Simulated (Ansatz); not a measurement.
Free-standing chains of the atoms of Sc, named by their start (strip: triangular double chain, ladder: square double chain); atoms and period are relaxed, and energies count from relaxed bulk Sc (P6_3/mmc, 24.63 Å³/atom, gap on the mesh 0.00 eV).

These are results of DFT PBE, scalar-relativistic, plane waves, PAW in Ansatz, not measurements.

Cutoff 420 eV, Gaussian smearing of 0.05 eV, energies at zero smearing, symmetry of each start kept, collinear spin where a moment is listed.

```csv
start,atoms,k mesh,excess energy (eV per host atom),period (Å),highest filled level or Fermi level under vacuum (eV),size of the moment (μB per cell)
linear chain,1,1×1×22,2.954,2.922,3.07,1.82
zigzag chain*,2,1×1×13,2.084,3.171,-,2.00
ladder chain,4,1×1×11,2.317,6.015,-,6.00
strip chain,2,1×1×21,2.066,3.154,-,2.00
```

Zero in every row: gap on the mesh (eV).

* ends far from its start.

Each run keeps its start's symmetry and one magnetic start, so lower states can exist. Rows stand on unlike meshes and boxes, so starts that end alike can differ by a few hundredths of an eV per atom.

Cost: 4 runs of about 7.9 core-minutes in all, on AMD EPYC 7R43 (Zen 3) (shared hosts).